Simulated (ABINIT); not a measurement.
# Ag (Fm-3m) in ABINIT: single point with HSE03(Libxc)

Aim: the single point of Ag with HSE03(Libxc).

Everything below comes from runs of ABINIT 10.8.3 (patched build). Logs are shortened: lines on timing, memory, paths and dates and some standing lists are left out, and cuts for length are marked. The log counts tension as positive stress, the text compression.

## 1. The structure

It takes space group Fm-3m (No. 225, cubic). Conventional cell: a = 4.085 Å, b = 4.085 Å, c = 4.085 Å, α = 90.00°, β = 90.00°, γ = 90.00°. Ag (site symmetry m-3m) is surrounded by 12 Ag at 2.89 Å.

## 2. Single point, HSE03(Libxc)

Contents of run.abi:

```
# Pseudopotentials
pp_dirpath "./"
pseudos "47_Ag_19_1.9_2.5_pbe_n_v1.0.psp8"

# Structure
acell 3*1.0
rprim
     0.0000000000     3.8602380411     3.8602380411
     3.8602380411     0.0000000000     3.8602380411
     3.8602380411     3.8602380411     0.0000000000
ntypat 1
znucl 47
natom 1
typat 1
xcart
     0.0000000000     0.0000000000     0.0000000000

# Plane-wave basis
ecut 22.0

# k points
kptopt 1
ngkpt 8 8 8
nshiftk 1
shiftk 0.0 0.0 0.0

# Exchange and correlation
ixc -427
fockdownsampling 2 2 2

# Bands and occupations
nband 14
occopt 3
tsmear 0.05 eV

# SCF cycle
nstep 60
toldfe 1.0e-7

# Output
iomode 3
prtwf 0
prtden 0
prteig 0
prtebands 0
enunit 1
```

Potentials or basis: SPMS NC PBE v1.0.

Command:

```
$ mpirun --bind-to none -np 4 abinit run.abi > log 2>&1
```

run.abo:

```text
.Version 10.8.3 of ABINIT
 Symmetries : space group Fm -3 m (#225); Bravais cF (face-center cubic)
================================================================================
 Values of the parameters that define the memory need of the present run
     intxc =       0    ionmov =       0      iscf =       7    lmnmax =       6
     lnmax =       6     mgfft =      24  mpssoang =       3    mqgrid =    3001
     natom =       1  nloc_mem =       1    nspden =       1   nspinor =       1
    nsppol =       1      nsym =      48    n1xccc =    2501    ntypat =       1
    occopt =       3   xclevel =       2
       mpw =         588          nfft =       13824          nkpt =          29
================================================================================
================================================================================

--------------------------------------------------------------------------------
------------- Echo of variables that govern the present computation ------------
--------------------------------------------------------------------------------
 -outvars: echo values of preprocessed input variables --------
            acell      1.0000000000E+00  1.0000000000E+00  1.0000000000E+00 Bohr
              amu      1.07868200E+02
             ecut      2.20000000E+01 Hartree
           enunit           1
 fockdownsampling           2       2       2
              ixc        -427
                       outvar_i_n : Printing only first  50 k-points.
         kptrlatt        8    0    0      0    8    0      0    0    8
          kptrlen      4.36736079E+01
            natom           1
            nband          14
          nbandhf          14
            ngfft          24      24      24
             nkpt          29
           nkpthf          64
            nstep          60
             nsym          48
           ntypat           1
           occopt           3
        optforces           0
        optstress           0
           prtden           0
        prtebands           0
           prteig           0
            prtwf           0
            rprim      0.0000000000E+00  3.8602380411E+00  3.8602380411E+00
                       3.8602380411E+00  0.0000000000E+00  3.8602380411E+00
                       3.8602380411E+00  3.8602380411E+00  0.0000000000E+00
          spgroup         225
           toldfe      1.00000000E-07 Hartree
           tsmear      1.83746611E-03 Hartree
            typat      1
          usefock           1
            znucl       47.00000

================================================================================

 chkinp: Checking input parameters for consistency.

================================================================================
== DATASET  1 ==================================================================

--- !DatasetInfo
iteration_state: {dtset: 1, }
dimensions: {natom: 1, nkpt: 29, mband: 14, nsppol: 1, nspinor: 1, nspden: 1, mpw: 588, }
cutoff_energies: {ecut:  22.0, pawecutdg:  -1.0, }
[... 62 lines left out ...]
 ETOT 30  -148.93948980037    -3.551E-07 1.037E-07 1.441E-05
 ETOT 31  -148.93948987095    -7.058E-08 7.878E-08 9.708E-06
 ETOT 32  -148.93948999425    -1.233E-07 9.863E-08 4.757E-07
 ETOT 33  -148.93949036601    -3.718E-07 7.260E-08 4.327E-06
 ETOT 34  -148.93949020613     1.599E-07 9.062E-08 5.039E-06
 ETOT 35  -148.93949014998     5.615E-08 6.575E-08 4.611E-06
 ETOT 36  -148.93949016075    -1.077E-08 8.193E-08 4.080E-06

 At SCF step   36, etot is converged :
  for the second time, diff in etot=  1.077E-08 < toldfe=  1.000E-07

--- !ResultsGS
iteration_state: {dtset: 1, }
comment   : Summary of ground state results
lattice_vectors:
- [  0.0000000,   3.8602380,   3.8602380, ]
- [  3.8602380,   0.0000000,   3.8602380, ]
- [  3.8602380,   3.8602380,   0.0000000, ]
lattice_lengths: [   5.45920,    5.45920,    5.45920, ]
lattice_angles: [ 60.000,  60.000,  60.000, ] # degrees, (23, 13, 12)
lattice_volume:   1.1504619E+02
convergence: {deltae: -1.077E-08, res2:  4.080E-06, residm:  8.193E-08, diffor:  0.000E+00, }
etotal    :  -1.48939490E+02
entropy   :   0.00000000E+00
fermie    :   3.69119278E-01
cartesian_stress_tensor: null
pressure_GPa: null
xred      :
- [  0.0000E+00,   0.0000E+00,   0.0000E+00, Ag]
cartesian_forces: null
force_length_stats: {min: null, max: null, mean: null, }
...

 Integrated electronic density in atomic spheres:
 ------------------------------------------------
 Atom  Sphere_radius  Integrated_density
    1        2.00000         16.39786711
================================================================================

 ----iterations are completed or convergence reached----

 Mean square residual over all n,k,spin=   20.739E-11; max=  81.929E-09
 reduced coordinates (array xred) for    1 atoms
       0.000000000000      0.000000000000      0.000000000000

 cartesian coordinates (angstrom) at end:
    1      0.00000000000000     0.00000000000000     0.00000000000000
 length scales=  1.000000000000  1.000000000000  1.000000000000 bohr
              =  0.529177210544  0.529177210544  0.529177210544 angstroms
 Fermi (or HOMO) energy (eV) =  10.04425   Average Vxc (eV)= -10.69283
 Eigenvalues (   eV  ) for nkpt=  29  k points:
 kpt#   1, nband= 14, wtk=  0.00195, kpt=  0.0000  0.0000  0.0000 (reduced coord)
 -86.71294  -48.55167  -48.55167  -48.55167    1.57312    4.29926    4.29926    4.29926
   5.39978    5.39978   27.41170   31.13420   31.13420   31.13420
 prteigrs : prtvol=0 or 1, do not print more k-points.

--- !EnergyTerms
iteration_state     : {dtset: 1, }
comment             : Components of total free energy in Hartree
kinetic             :  4.66718497439032E+01
hartree             :  3.13494144919889E+01
xc                  : -1.83815451389314E+01
Ewald energy        : -1.07191265870967E+02
psp_core            :  5.27529508449368E+00
local_psp           : -1.02896662009260E+02
non_local_psp+x     : -3.76643051113928E+00
internal            : -1.48939344209912E+02
'-kT*entropy'       : -1.45950841430347E-04
total_energy        : -1.48939490160753E+02
...

--- !EnergyTermsDC
iteration_state     : {dtset: 1, }
comment             : '"Double-counting" decomposition of free energy'
band_energy         : -1.51085573502853E+01
Ewald energy        : -1.07191265870967E+02
psp_core            :  5.27529508449368E+00
xc_dc               : -3.19154447619708E+01
internal            : -1.48939972898730E+02
'-kT*entropy'       : -1.45950841430347E-04
total_energy_dc     : -1.48940118849571E+02
...

== END DATASET(S) ==============================================================
================================================================================

 -outvars: echo values of variables after computation  --------
            acell      1.0000000000E+00  1.0000000000E+00  1.0000000000E+00 Bohr
           etotal     -1.4893949016E+02
            fcart      9.9999999999E+99  9.9999999999E+99  9.9999999999E+99
            rprim      0.0000000000E+00  3.8602380411E+00  3.8602380411E+00
                       3.8602380411E+00  0.0000000000E+00  3.8602380411E+00
                       3.8602380411E+00  3.8602380411E+00  0.0000000000E+00
           strten      9.9999999999E+99  9.9999999999E+99  9.9999999999E+99
                       9.9999999999E+99  9.9999999999E+99  9.9999999999E+99
 Calculation completed.
```

It took 20 min on 4 MPI ranks of Arm Neoverse V1, shared host; peak memory 0.24 GiB.

Results:

- Free energy: -4052.8500 eV
- Band gap on the k mesh: none (metal or under the smearing width)
- Valence electrons inside the program's atomic spheres: Ag 16.40 (radii [1.0584] Å)

Levels at points of the mesh, in eV from the Fermi level:
```csv
k point,band 7,band 8,band 9,band 10,band 11,band 12,band 13,band 14
"(0.00, 0.00, 0.00)",-5.74,-5.74,-4.64,-4.64,17.37,21.09,21.09,21.09
"(0.50, 0.00, 0.00)",-5.77,-3.72,-3.72,-0.19,4.43,16.53,19.43,19.43
"(0.50, 0.50, 0.00)",-3.79,-3.46,-3.46,2.28,7.82,11.91,11.91,18.63
```

Caveat: Libxc's HSE differs a little from that of other programs; the potentials were made for another functional, which shifts forces and pressure.
